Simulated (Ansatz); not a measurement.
Crystal: Sc.

```
Sc
1.0
    -1.91721    1.91721    1.71760
     1.91721   -1.91721    1.71760
     1.91721    1.91721   -1.71760
Sc
1
Direct
  0.00000 0.00000 0.00000
```

This isn't the form of Sc at room conditions, which is hcp.

Program: Ansatz 0.2.0. Alike in all runs: cell as given; k mesh 10 × 10 × 10.

Task: Order these runs on this cell by their pressure, lowest first.
A. level LDA+U; potentials or basis Ansatz PAW; spin collinear, program default start; U Sc d U = 4.5 eV; cutoff (eV) 420; smearing fermi-dirac 0.15 eV; driver chain; hubbard projectors all-electron-atomic; double counting fll; points for each segment of the path 14
B. level RPBE+D3(BJ); potentials or basis PseudoDojo standard (PBEsol files); spin collinear, random start; cutoff (eV) 1061; smearing fermi-dirac 0.05 eV
C. level PBEsol+D4; potentials or basis SSSP efficiency PAW; spin non-collinear, program default start; cutoff (eV) 1225; smearing fermi-dirac 0.1 eV; points for each segment of the path 14
D. level r2SCAN; potentials or basis Ansatz PAW; spin off; cutoff (eV) 500; smearing fermi-dirac 0.1 eV

Result: B (-19.0 GPa), C (-3.6 GPa), D (-0.2 GPa), A (7.4 GPa).

Caveats: the PAW data sets come from PBE, with cores solved anew for the run's functional, which leaves a small shift of forces and pressure (some runs); pairwise dispersion overbinds metals, which lowers pressure and volume (some runs); the magnetic or orbital state may not be the lowest (some runs); the U is typed as a test and isn't derived for this compound (some runs); the potentials were made for another functional, which shifts forces and pressure (some runs); so large a pressure means that the cell lies far from this level's equilibrium, or that cutoff or potentials fall short (some runs).

Not every run made on this cell is shown here.
